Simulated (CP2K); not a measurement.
The system is PbS.

```
Pb S
1.0
     6.34207    0.00000    0.00000
    -4.97778    3.92983    0.00000
     0.00000    0.00000    4.27932
Pb S
2 2
Direct
  0.13056 0.86944 0.25000
  0.86944 0.13056 0.75000
  0.35480 0.64520 0.25000
  0.64520 0.35480 0.75000
```

Measurements of this composition are mostly on another form, of space group No. 225.

Base run:

```yaml
Program: CP2K 2026.2
Functional: PBE
Potentials_or_basis: POTENTIAL_UZH Pb GTH-PBE0-q4, S GTH-PBE0-q6; DZVP-MOLOPT-SR-GTH basis
Density_cutoff: 6123 eV
k_mesh: 7 × 7 × 6
Occupations: fermi-dirac, width 0.05 eV
Spin: no spin polarisation
```

Its results: band gap on the k mesh 1.14 eV, indirect (least direct gap 1.36 eV); pressure 1.5 GPa; largest force 0.158 eV/Å.

Q: After a change of settings the same cell gave: band gap on the k mesh 1.07 eV, indirect (least direct gap 1.31 eV); pressure -0.8 GPa; largest force 0.144 eV/Å. Which change was it?
A. potentials or basis from POTENTIAL_UZH Pb GTH-PBE0-q4, S GTH-PBE0-q6; DZVP-MOLOPT-SR-GTH basis to POTENTIAL_UZH Pb GTH-SCAN-q4, S GTH-SCAN-q6; DZVP-MOLOPT-SR-GTH basis; potentials from Pb GTH-PBE0-q4 of POTENTIAL_UZH, S GTH-PBE0-q6 of POTENTIAL_UZH to Pb GTH-SCAN-q4 of POTENTIAL_UZH, S GTH-SCAN-q6 of POTENTIAL_UZH
B. potentials or basis from POTENTIAL_UZH Pb GTH-PBE0-q4, S GTH-PBE0-q6; DZVP-MOLOPT-SR-GTH basis to GTH_POTENTIALS Pb GTH-PADE-q4, S GTH-PADE-q6; DZVP-MOLOPT-SR-GTH basis; potentials from Pb GTH-PBE0-q4 of POTENTIAL_UZH, S GTH-PBE0-q6 of POTENTIAL_UZH to Pb GTH-PADE-q4 of GTH_POTENTIALS, S GTH-PADE-q6 of GTH_POTENTIALS
C. potentials or basis from POTENTIAL_UZH Pb GTH-PBE0-q4, S GTH-PBE0-q6; DZVP-MOLOPT-SR-GTH basis to GTH_POTENTIALS Pb GTH-PBE-q4, S GTH-PBE-q6; DZVP-MOLOPT-SR-GTH basis; potentials from Pb GTH-PBE0-q4 of POTENTIAL_UZH, S GTH-PBE0-q6 of POTENTIAL_UZH to Pb GTH-PBE-q4 of GTH_POTENTIALS, S GTH-PBE-q6 of GTH_POTENTIALS

A: A.

Caveats: spin-orbit coupling is left out, which as a rule narrows the gap of such compounds by several tenths of an eV; an odd mesh through Γ misses points on the zone boundary, where band edges often lie; the basis of atomic orbitals isn't converged, which shifts pressures, moduli and gaps; the potentials were made for another functional, which shifts forces and pressure (some runs).
